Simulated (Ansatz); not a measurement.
Geometry optimisation, DFT PBE-D3(BJ), scalar-relativistic, plane waves, PAW in Ansatz 0.2.0.

Input:

```yaml
crystal:
  lattice:
    - [6.5592, 0.0, 0.0]
    - [0.0, 6.5592, 0.0]
    - [0.0, 0.0, 5.9553]
  atoms:
    - { symbol: Zr, position: [0.0, 0.5, 0.25] }
    - { symbol: Zr, position: [0.0, 0.0, 0.0] }
    - { symbol: Si, position: [0.0, 0.0, 0.5] }
    - { symbol: Si, position: [0.5, 0.0, 0.25] }
    - { symbol: O, position: [0.5, 0.3156, 0.821] }
    - { symbol: O, position: [0.6844, 0.0, 0.071] }
    - { symbol: O, position: [0.0, 0.1844, 0.321] }
    - { symbol: O, position: [0.3156, 0.0, 0.071] }
    - { symbol: O, position: [0.5, 0.1844, 0.429] }
    - { symbol: O, position: [0.1844, 0.0, 0.679] }
    - { symbol: O, position: [0.5, 0.8156, 0.429] }
    - { symbol: O, position: [0.3156, 0.5, 0.179] }
    - { symbol: Zr, position: [0.5, 0.0, 0.75] }
    - { symbol: Zr, position: [0.5, 0.5, 0.5] }
    - { symbol: Si, position: [0.5, 0.5, 0.0] }
    - { symbol: Si, position: [0.0, 0.5, 0.75] }
    - { symbol: O, position: [0.0, 0.8156, 0.321] }
    - { symbol: O, position: [0.1844, 0.5, 0.571] }
    - { symbol: O, position: [0.5, 0.6844, 0.821] }
    - { symbol: O, position: [0.8156, 0.5, 0.571] }
    - { symbol: O, position: [0.0, 0.6844, 0.929] }
    - { symbol: O, position: [0.6844, 0.5, 0.179] }
    - { symbol: O, position: [0.0, 0.3156, 0.929] }
    - { symbol: O, position: [0.8156, 0.0, 0.679] }
    - { symbol: H, position: [0.0541662, 0.2618793, 0.6236472], spin: 1.0 }
magnetization:
  spin_polarized: true
basis:
  ecutwfc: 420.0
kpoints:
  mp_grid: { grid: [2, 2, 2] }
hamiltonian:
  xc: pbe
  dispersion: d3bj
  pseudopotentials: { kind: paw, azcp: { folder: soft_1 } }
scf:
  occupations: { method: gaussian, width: 0.02 }
  lower_state_search: "off"
relax:
  f_tol: 0.03
  max_steps: 60
  adjacent_minimum: "off"
```

Command:

```bash
$ ansatz run input.yaml --threads 4 --pin off --max-ram 10240MiB --backend cpu --events-out ev --progress --plain --runs-dir out
```

Task: Where does it end, and by what steps?

Result: The forces met the threshold. Limits of this set-up: coarse k mesh, a small cell, in which the defect meets its images, a typed lattice constant that wasn't relaxed here. After 7 steps the energy has fallen by 0.342 eV; H25 moved furthest, 0.52 Å.

```tsv
step	energy less start (eV)	largest force component (eV/Å)	accepted
0	0.0000	1.600	yes
1	-0.2119	0.621	yes
2	-0.2779	0.384	yes
3	-0.3125	0.122	yes
4	-0.3241	0.349	yes
5	-0.3399	0.069	yes
6	-0.3414	0.040	yes
7	-0.3420	0.003	yes
```

```xyz
25
Lattice="6.5592 0.0000 0.0000 0.0000 6.5592 0.0000 0.0000 0.0000 5.9553" Properties=species:S:1:pos:R:3
Zr -0.029 3.301 1.483
Zr -0.029 -0.015 0.005
Si -0.008 0.011 2.978
Si 3.256 0.010 1.488
O 3.175 2.065 4.877
O 4.466 0.078 0.411
O 0.016 1.205 1.867
O 2.038 -0.051 0.419
O 3.175 1.221 2.567
O 1.215 -0.230 4.042
O 3.353 5.349 2.549
O 2.038 3.337 1.069
Zr 3.275 -0.009 4.469
Zr 3.275 3.295 2.975
Si 3.256 3.275 0.000
Si -0.008 3.275 4.465
O -0.111 5.361 1.892
O 1.215 3.516 3.401
O 3.353 4.496 4.895
O 5.334 3.218 3.392
O -0.111 4.484 5.552
O 4.466 3.208 1.077
O 0.016 2.081 5.577
O 5.334 0.067 4.051
H 0.866 1.643 3.722
```

Whether the end is a true minimum wasn't checked by a vibrational analysis.

The run took 23 s on 4 threads of Intel(R) Xeon(R) Platinum 8488C (Sapphire Rapids) (shared host), peak memory 1.1 GiB.
